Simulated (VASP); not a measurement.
# HfC (Fm-3m) in VASP: a series of runs

One crystal, HfC, is run at these levels: PBEsol, PBEsol0, RPBE; tasks: band structure.

Program: VASP 6.6.1. These are calculated values, not measurements. Logs are shortened: lines on timing, memory, paths and dates and some standing lists are left out, and cuts for length are marked.

### Step 1. Starting point

Symmetry: Fm-3m, No. 225, cubic system. Conventional cell: a = 4.650 Å, b = 4.650 Å, c = 4.650 Å, α = 90.00°, β = 90.00°, γ = 90.00°. Hf (site symmetry m-3m) has 6 C at 2.33 Å as nearest neighbours. Around C (site symmetry m-3m) lie 6 Hf at 2.33 Å.

### Step 2. Band structure, PBEsol

Input file INCAR:

```
SYSTEM = HfC
  PREC = Accurate
  ENCUT = 520
  EDIFF = 1E-7
  ISMEAR = -1
  SIGMA = 0.05
  LREAL = .False.
  LASPH = .True.
  NELM = 60
  ALGO = Fast
  ISIF = 2
  LWAVE = .False.
  LCHARG = .False.
  LMAXMIX = 4
  GGA = PS
```

Input file KPOINTS:

```
Automatic mesh
0
Gamma
  10 10 10
  0 0 0
```

Input file POSCAR:

```
HfC
1.0
    0.0000000000      2.3250000000      2.3250000000
    2.3250000000      0.0000000000      2.3250000000
    2.3250000000      2.3250000000      0.0000000000
Hf C
1 1
Direct
    0.5000000000      0.5000000000      0.5000000000
    0.0000000000      0.0000000000      0.0000000000
```

Input file KPOINTS_OPT:

```
path GXWKGLUWLK,UX
10
line-mode
reciprocal
 0.0000000000  0.0000000000  0.0000000000  G
 0.5000000000  0.0000000000  0.5000000000  X

 0.5000000000  0.0000000000  0.5000000000  X
 0.5000000000  0.2500000000  0.7500000000  W

 0.5000000000  0.2500000000  0.7500000000  W
 0.3750000000  0.3750000000  0.7500000000  K

 0.3750000000  0.3750000000  0.7500000000  K
 0.0000000000  0.0000000000  0.0000000000  G

 0.0000000000  0.0000000000  0.0000000000  G
 0.5000000000  0.5000000000  0.5000000000  L

 0.5000000000  0.5000000000  0.5000000000  L
 0.6250000000  0.2500000000  0.6250000000  U

 0.6250000000  0.2500000000  0.6250000000  U
 0.5000000000  0.2500000000  0.7500000000  W

 0.5000000000  0.2500000000  0.7500000000  W
 0.5000000000  0.5000000000  0.5000000000  L

 0.5000000000  0.5000000000  0.5000000000  L
 0.3750000000  0.3750000000  0.7500000000  K

 0.6250000000  0.2500000000  0.6250000000  U
 0.5000000000  0.0000000000  0.5000000000  X
```

Potentials or basis: VASP PAW PBE potentials, release 64 (Hf_pv, C).

The run is started by

```bash
$ cat potpaw_PBE.64/Hf_pv/POTCAR potpaw_PBE.64/C/POTCAR > POTCAR
$ mpirun -np 1 vasp_std > vasp.out
```

OUTCAR:

```text
SYSTEM = HfC
   PREC = Accurate
   ENCUT = 520
   EDIFF = 1E-7
   ISMEAR = -1
   LREAL = .False.
   LASPH = .True.
   NELM = 60
   ISIF = 2
   GGA = PS

 ion  position               nearest neighbor table
   1  0.500  0.500  0.500-   2 2.33   2 2.33   2 2.33   2 2.33   2 2.33   2 2.33
   2  0.000  0.000  0.000-   1 2.33   1 2.33   1 2.33   1 2.33   1 2.33   1 2.33

  LATTYP: Found a face centered cubic cell.
 ALAT       =     4.6500000000

  Lattice vectors:

 A1 = (   0.0000000000,   2.3250000000,   2.3250000000)
 A2 = (   2.3250000000,   0.0000000000,   2.3250000000)
 A3 = (   2.3250000000,   2.3250000000,   0.0000000000)

Analysis of symmetry for initial positions (statically):
=====================================================================
 Subroutine PRICEL returns:
 Original cell was already a primitive cell.

 Routine SETGRP: Setting up the symmetry group for a
 face centered cubic supercell.

 Subroutine GETGRP returns: Found 48 space group operations
 (whereof 48 operations were pure point group operations)
 out of a pool of 48 trial point group operations.

The static configuration has the point symmetry O_h .

Analysis of symmetry for dynamics (positions and initial velocities):
=====================================================================
 Subroutine PRICEL returns:
 Original cell was already a primitive cell.

 Routine SETGRP: Setting up the symmetry group for a
 face centered cubic supercell.

 Subroutine GETGRP returns: Found 48 space group operations
 (whereof 48 operations were pure point group operations)
 out of a pool of 48 trial point group operations.

The dynamic configuration has the point symmetry O_h .

 Subroutine INISYM returns: Found 48 space group operations
 (whereof 48 operations are pure point group operations),
 and found     1 'primitive' translations

----------------------------------------------------------------------------------------

                                     Primitive cell

  volume of cell :      25.1362

  direct lattice vectors                    reciprocal lattice vectors
     0.000000000  2.325000000  2.325000000    -0.215053763  0.215053763  0.215053763
     2.325000000  0.000000000  2.325000000     0.215053763 -0.215053763  0.215053763
     2.325000000  2.325000000  0.000000000     0.215053763  0.215053763 -0.215053763

  length of vectors
     3.288046533  3.288046533  3.288046533     0.372484045  0.372484045  0.372484045

  position of ions in fractional coordinates (direct lattice)
     0.500000000  0.500000000  0.500000000
     0.000000000  0.000000000  0.000000000

  ion indices of the primitive-cell ions
   primitive index   ion index
                 1           1
                 2           2

----------------------------------------------------------------------------------------

 KPOINTS: Automatic mesh

Automatic generation of k-mesh.
 Grid dimensions read from file:
 generate k-points for:   10   10   10

 Generating k-lattice:

  Cartesian coordinates                     Fractional coordinates (reciprocal lattice)
    -0.021505376  0.021505376  0.021505376     0.100000000  0.000000000  0.000000000
     0.021505376 -0.021505376  0.021505376     0.000000000  0.100000000  0.000000000
     0.021505376  0.021505376 -0.021505376     0.000000000  0.000000000  0.100000000

  Length of vectors
     0.037248404  0.037248404  0.037248404

  Shift w.r.t. Gamma in fractional coordinates (k-lattice)
     0.000000000  0.000000000  0.000000000

 Subroutine IBZKPT returns following result:
 ===========================================

 Found     47 irreducible k-points:

 Following reciprocal coordinates:
            Coordinates               Weight
  0.000000  0.000000  0.000000      1.000000
  0.100000  0.000000  0.000000      8.000000
  0.200000  0.000000  0.000000      8.000000
  0.300000  0.000000  0.000000      8.000000
  0.400000  0.000000  0.000000      8.000000
  0.500000  0.000000  0.000000      4.000000
[... 16 lines left out ...]
  0.300000  0.300000  0.000000      6.000000
  0.400000  0.300000  0.000000     24.000000
 [... further k-points ...]
   k-points           NKPTS =     47   k-points in BZ     NKDIM =     47   number of bands    NBANDS=     11
   number of dos      NEDOS =    301   number of ions     NIONS =      2
   total plane-waves  NPLWV =  13824
   dimension x,y,z NGX =    24 NGY =   24 NGZ =   24
   dimension x,y,z NGXF=    48 NGYF=   48 NGZF=   48
   ions per type =               1   1
   NGX,Y,Z   is equivalent  to a cutoff of  12.13, 12.13, 12.13 a.u.
   NGXF,Y,Z  is equivalent  to a cutoff of  24.27, 24.27, 24.27 a.u.
 SYSTEM =  HfC
   PREC   = accura    normal or accurate (medium, high low for compatibility)
   ISTART =      0    job   : 0-new  1-cont  2-samecut
   ICHARG =      2    charge: 1-file 2-atom 10-const
   ISPIN  =      1    spin polarized calculation?
   LNONCOLLINEAR =      F non collinear calculations
   LSORBIT =      F    spin-orbit coupling
   LASPH  =      T    aspherical Exc in radial PAW
   ENCUT  =  520.0 eV  38.22 Ry    6.18 a.u.   6.11  6.11  6.11*2*pi/ulx,y,z
   NELM   =     60;   NELMIN=  2; NELMDL= -5     # of ELM steps
   EDIFF  = 0.1E-06   stopping-criterion for ELM
   LREAL  =      F    real-space projection
   EDIFFG = 0.1E-05   stopping-criterion for IOM
   NSW    =      0    number of steps for IOM
   IBRION =     -1    ionic relax: 0-MD 1-quasi-New 2-CG
   NFREE  =      0    steps in history (QN), initial steepest desc. (CG)
   ISIF   =      2    stress and relaxation
   ISYM   =      2    0-nonsym 1-usesym 2-fastsym
   POTIM  = 0.5000    time-step for ionic-motion
   TEBEG  =    0.0;   TEEND  =   0.0 temperature during run
   PSTRESS=    0.0 pullay stress
   NELECT =      14.0000    total number of electrons
   NUPDOWN=      -1.0000    fix difference up-down
   EMIN   =  10.00;   EMAX   =-10.00  energy-range for DOS
   EFERMI =   0.00;   METHOD = LEGACY
   ISMEAR =    -1;   SIGMA  =   0.05  broadening in eV -4-tet -1-fermi 0-gaus
   EFERMI_NEDOS =   21; number of points for ismear=-14 and -15
   IALGO  =     68    algorithm
   IMIX   =      4    mixing-type and parameters
     AMIX     =   0.40;   BMIX     =  1.00
     AMIX_MAG =   1.60;   BMIX_MAG =  1.00
  volume/ion in A,a.u.               =      12.57        84.81
  Fermi-wavevector in a.u.,A,eV,Ry     =   1.346949  2.545365 24.684672  1.814272
  Thomas-Fermi vector in A             =   2.474740
   LORBIT       =      0    0 simple, 1 ext, 2 COOP (PROOUT), +10 PAW based schemes
   GGA     = PS    functional components
   LHFCALC =     F    Hartree Fock is set to
   AEXX    =    0.0000 exact exchange contribution
   IVDW    =     0    specifies the selected vdW correction
   LEPSILON=     F    determine dielectric tensor
   LRPA    =     F    only Hartree local field effects (RPA)
 non-spin polarized calculation
 RMM-DIIS sequential band-by-band and
  energy-cutoff  :      520.00
  volume of cell :       25.14
 maximum number of plane-waves:       700
   NGX = 13   NGY = 13   NGZ = 13

 number of electron      14.0000000 magnetization

 Free energy of the ion-electron system (eV)
  ---------------------------------------------------
  ext. energy  EPLUGINS =         0.00000000
  ---------------------------------------------------
  free energy    TOTEN  =       -22.17829064 eV

  energy without entropy =      -22.17550451  energy(sigma->0) =      -22.17689758

 E-fermi :   5.8313     XC(G=0): -12.4207

 val. band max:        5.8252222463   @ k =   0.1000   0.0000   0.0000
 cond. band min:       5.9577510810   @ k =   0.1000   0.1000   0.0000
 fundamental gap:      0.1325288347
 Fermi energy:         5.8312634796

 k-point     1 :       0.0000    0.0000    0.0000
  band No.  band energies     occupation
      1     -23.6945      2.00000
      2     -23.6945      2.00000
      3     -23.6945      2.00000
      4      -6.4832      2.00000
      5       6.8320      0.00000
      6       6.8320      0.00000
      7       6.8321      0.00000
      8       7.1509      0.00000
      9       7.1509      0.00000
     10       7.1509      0.00000
     11       9.1697      0.00000

 k-point     2 :       0.1000    0.0000    0.0000
  band No.  band energies     occupation
      1     -23.7642      2.00000
      2     -23.7012      2.00000
      3     -23.7012      2.00000
      4      -6.2314      2.00000
      5       5.4344      1.99929
      6       5.8252      1.06034
      7       5.8252      1.06034
      8       7.5658      0.00000
      9       7.5658      0.00000
     10       7.9447      0.00000
     11      10.2825      0.00000

 k-point     3 :       0.2000    0.0000    0.0000
  band No.  band energies     occupation
      1     -23.9418      2.00000
      2     -23.7187      2.00000
      3     -23.7187      2.00000
      4      -5.5266      2.00000
      5       3.6498      2.00000
      6       4.5813      2.00000
      7       4.5813      2.00000
      8       8.3080      0.00000
      9       8.3080      0.00000
     10       8.4794      0.00000
     11      12.2806      0.00000
[... 267 lines left out ...]
 k-point    23 :       0.3000    0.3000    0.0000
  band No.  band energies     occupation
      1     -24.1065      2.00000
      2     -23.8487      2.00000
      3     -23.8487      2.00000
      4      -4.6399      2.00000
      5       2.0017      2.00000
      6       4.8104      2.00000
      7       5.4071      1.99959
      8       5.4071      1.99959
      9      10.3372      0.00000
     10      11.8006      0.00000
     11      11.8006      0.00000

 k-point    24 :       0.4000    0.3000    0.0000
  band No.  band energies     occupation
      1     -24.1914      2.00000
      2     -23.8943      2.00000
      3     -23.8734      2.00000
      4      -4.3686      2.00000
      5       2.0800      2.00000
      6       3.9753      2.00000
      7       5.1020      2.00000
      8       6.0067      0.05815
      9      11.1550      0.00000
     10      12.1748      0.00000
     11      12.3084      0.00000

 [... further k-points ...]

------------------------ aborting loop because EDIFF is reached ----------------------------------------

  FORCE on cell =-STRESS in cart. coord.  units (eV):
  Direction    XX          YY          ZZ          XY          YZ          ZX
  --------------------------------------------------------------------------------------
  -------------------------------------------------------------------------------------
  Total       -1.0919741     -1.0919741     -1.0919741     -0.0000000     -0.0000000      0.0000000
  in kB      -69.6023717    -69.6023717    -69.6023717     -0.0000000     -0.0000000      0.0000000
  external PRESSURE =     -69.6023717 kB  Pullay stress =       0.0000000 kB

 VOLUME and BASIS-vectors are now :
 -----------------------------------------------------------------------------
  energy-cutoff  :      520.00
  volume of cell :       25.14
      direct lattice vectors                 reciprocal lattice vectors
     0.000000000  2.325000000  2.325000000    -0.215053763  0.215053763  0.215053763
     2.325000000  0.000000000  2.325000000     0.215053763 -0.215053763  0.215053763
     2.325000000  2.325000000  0.000000000     0.215053763  0.215053763 -0.215053763

 POSITION                                       TOTAL-FORCE (eV/Angst)
 -----------------------------------------------------------------------------------
      2.32500      2.32500      2.32500         0.000000     -0.000000      0.000000
      0.00000      0.00000      0.00000        -0.000000      0.000000     -0.000000
 -----------------------------------------------------------------------------------
    total drift:                                0.000000     -0.000000      0.000000

  FREE ENERGIE OF THE ION-ELECTRON SYSTEM (eV)
  ---------------------------------------------------
  free  energy   TOTEN  =       -22.1782906416 eV

  energy  without entropy=      -22.1755045132  energy(sigma->0) =      -22.17689758
```

Run time: 29 s. Hardware: 1 thread of Intel Xeon Platinum 8375C at 2.90GHz (Ice Lake), shared host; peak memory 0.15 GiB.

Results:

```
Free energy             : -22.1783 eV
Pressure                : -7.0 GPa
Band gap along the path : none (metal or under the smearing width)
```

Levels at the corners of the path, in eV from the Fermi level:
| point | band 4 | band 5 | band 6 | band 7 | band 8 | band 9 | band 10 | band 11 |
| --- | --- | --- | --- | --- | --- | --- | --- | --- |
| Γ | -12.31 | 1.00 | 1.00 | 1.00 | 1.32 | 1.32 | 1.32 | 3.34 |
| X | -10.38 | -2.61 | -1.85 | -0.10 | -0.10 | 5.27 | 6.69 | 6.69 |
| X | -10.38 | -2.61 | -1.85 | -0.10 | -0.10 | 5.27 | 6.69 | 6.69 |
| W | -9.63 | -3.03 | -2.74 | -2.74 | 3.63 | 3.63 | 6.71 | 7.00 |
| W | -9.63 | -3.03 | -2.74 | -2.74 | 3.63 | 3.63 | 6.71 | 7.00 |
| K | -9.72 | -3.55 | -2.75 | -1.66 | 1.52 | 5.73 | 6.14 | 8.18 |
| K | -9.72 | -3.55 | -2.75 | -1.66 | 1.52 | 5.73 | 6.14 | 8.21 |
| Γ | -12.31 | 1.00 | 1.00 | 1.00 | 1.32 | 1.32 | 1.32 | 3.34 |
| Γ | -12.31 | 1.00 | 1.00 | 1.00 | 1.32 | 1.32 | 1.32 | 3.34 |
| L | -8.51 | -6.20 | -3.01 | -3.01 | 5.27 | 5.27 | 5.74 | 6.49 |
| L | -8.51 | -6.20 | -3.01 | -3.01 | 5.27 | 5.27 | 5.74 | 6.49 |
| U | -9.72 | -3.55 | -2.75 | -1.66 | 1.52 | 5.73 | 6.14 | 8.20 |
| U | -9.72 | -3.55 | -2.75 | -1.66 | 1.52 | 5.73 | 6.14 | 8.18 |
| W | -9.63 | -3.03 | -2.74 | -2.74 | 3.63 | 3.63 | 6.71 | 7.00 |
| W | -9.63 | -3.03 | -2.74 | -2.74 | 3.63 | 3.63 | 6.71 | 7.00 |
| L | -8.51 | -6.20 | -3.01 | -3.01 | 5.27 | 5.27 | 5.74 | 6.49 |
| L | -8.51 | -6.20 | -3.01 | -3.01 | 5.27 | 5.27 | 5.74 | 6.49 |
| K | -9.72 | -3.55 | -2.75 | -1.66 | 1.52 | 5.73 | 6.14 | 8.18 |
| U | -9.72 | -3.55 | -2.75 | -1.66 | 1.52 | 5.73 | 6.14 | 8.18 |
| X | -10.38 | -2.61 | -1.85 | -0.10 | -0.10 | 5.27 | 6.69 | 6.69 |

Caveat: the PAW data sets were made with another functional, which shifts forces and pressure a little; spin-orbit coupling is left out, which moves the levels of the heavy elements.

(Part 1 of 2 ends here.)
